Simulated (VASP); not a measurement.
K: single point with PBE

Crystal: K.

```xyz
1
Lattice="4.3104 0.0000 0.0000 0.0000 4.3104 0.0000 0.0000 0.0000 4.3104" Properties=species:S:1:pos:R:3 pbc="T T T"
K     0.0000    0.0000    0.0000
```

This isn't the form of K at room conditions, which is bcc.

```json
{"Program": "VASP 6.6.1", "Task": "single point", "Functional": "PBE", "Potentials or basis": "VASP PAW PBE potentials, release 64 (K_sv)", "Cutoff": "520 eV", "k mesh": "6 × 6 × 6", "Occupations": "fermi-dirac, width 0.05 eV", "Spin": "no spin polarisation", "Further INCAR settings": "ALGO = Normal; EDIFF = 1e-07; NBANDS = 10"}
```

```yaml
Pressure: 0.0 GPa
Band_gap_on_the_k_mesh: none (metal or under the smearing width)
```

Levels at points of the mesh, in eV from the Fermi level:
```
           k point  band 1  band 2  band 3  band 4  band 5  band 6  band 7  band 8  band 9
(0.00, 0.00, 0.00)  -32.41  -15.85  -15.85  -15.85   -2.11    2.83    2.83    6.07    6.07
(0.50, 0.00, 0.00)  -32.40  -15.93  -15.84  -15.84   -0.11    0.12    3.43    4.58    4.58
(0.50, 0.50, 0.00)  -32.40  -15.92  -15.92  -15.84    1.08    2.00    2.08    2.08    5.01
(0.50, 0.50, 0.50)  -32.40  -15.91  -15.91  -15.91    2.23    2.23    2.23    4.18    4.21
```

It took 19 s on 1 thread of AMD EPYC 7R43 64-Core Processor (Zen 3) (shared host), peak memory 0.13 GiB.
